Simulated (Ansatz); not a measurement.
Fitting the r2SCAN+rVV10 energy curve of Ge

```cif
data_structure
_symmetry_space_group_name_H-M 'Fd-3m:1'
_symmetry_Int_Tables_number 227
_cell_length_a 5.6578
_cell_length_b 5.6578
_cell_length_c 5.6578
_cell_angle_alpha 90.000
_cell_angle_beta 90.000
_cell_angle_gamma 90.000
_cell_volume 181.11
loop_
_atom_site_label
_atom_site_type_symbol
_atom_site_symmetry_multiplicity
_atom_site_Wyckoff_symbol
_atom_site_fract_x
_atom_site_fract_y
_atom_site_fract_z
_atom_site_occupancy
Ge1 Ge 8 a 0.25000 0.25000 0.25000 1
```

The cell was scaled at fixed shape and fractions and run with Ansatz, Ansatz PAW, cutoff 500 eV; r2SCAN+rVV10, k mesh 8 × 8 × 8 on the cell of 2 atoms, fermi-dirac occupations of 0.05 eV, no spin polarisation, no spin-orbit coupling. The potentials were made for PBE. Energies are those that the program minimises, any entropy of the smearing included.

| V (Å³/atom) | energy over the lowest row (meV/atom) |
| --- | --- |
| 21.2807 | 19.735 |
| 21.7334 | ? |
| 22.1862 | 1.727 |
| 22.6390 | 0.000 |
| 23.0918 | 2.422 |
| 23.5446 | 8.482 |
| 23.9973 | 17.664 |

**Question.** Fit the third-order Birch-Murnaghan form, give V0, B0 and B′, and predict the energy left open.

**Answer.** With y = (V0/V)^(2/3), E = E0 + (9 V0 B0/16) [(y - 1)³ B′ + (y - 1)² (6 - 4y)]. Least squares through the rows shown give V0 = 22.5901 Å³/atom, E0 = -0.007 meV, B0 = 73.45 GPa (1 eV/Å³ = 160.218 GPa) and B′ = 5.36, with a largest miss of 0.021 meV. At V = 21.7334 the form with these constants gives 8.076 meV; the run gave 8.107 meV an atom. Measured volume: 22.64 Å³/atom at 298.15 K (COD entry, doi:10.1107/S0021889875010965), so the fit lies -0.2 % from it. Measured modulus: 75.8 GPa (arxiv:1908.00180), so the fit lies -3.1 % from it. The runs are for a static lattice.
